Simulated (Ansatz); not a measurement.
Crystal: S.

```xyz
6
Lattice="5.4090 3.1229 1.4267 -5.4090 3.1229 1.4267 0.0000 -6.2458 1.4267" Properties=species:S:1:pos:R:3 pbc="T T T"
S     4.1595   -1.7607    2.4018
S    -3.6046   -2.7219    2.4018
S    -0.5550    4.4826    2.4018
S    -4.1595    1.7607    1.8782
S     3.6046    2.7219    1.8782
S     0.5550   -4.4826    1.8782
```

This isn't the form of S at room conditions, which is orthorhombic, of S8 rings.

Base run:

| Quantity | Value |
| --- | --- |
| Program | Ansatz 0.2.0 |
| Functional | PBEsol |
| Potentials or basis | Ansatz PAW |
| Cutoff | 420 eV |
| Density cutoff | 1680 eV |
| k mesh | 7 × 7 × 7 |
| Occupations | gaussian, width 0.02 eV |
| Spin | no spin polarisation |

Its results: band gap on the k mesh 2.05 eV, indirect (least direct gap 2.13 eV); pressure 0.7 GPa; largest force 0.304 eV/Å.

Problem. The run is repeated on the same cell with these changes: occupations from gaussian, width 0.02 eV to gaussian, width 0.05 eV; dispersion from none to D3(BJ). What comes out?

Solution. Band gap on the k mesh 2.05 eV, indirect (least direct gap 2.13 eV); pressure -0.6 GPa; largest force 0.309 eV/Å.

Caveats: odd divisions of the mesh miss points on the zone boundary, where band edges often lie, so the gap on the mesh can be too wide; the PAW data sets come from PBE, with cores solved anew for the run's functional, which leaves a small shift of forces and pressure.

A k mesh can miss the band edges.

Not every run made on this cell is shown here.
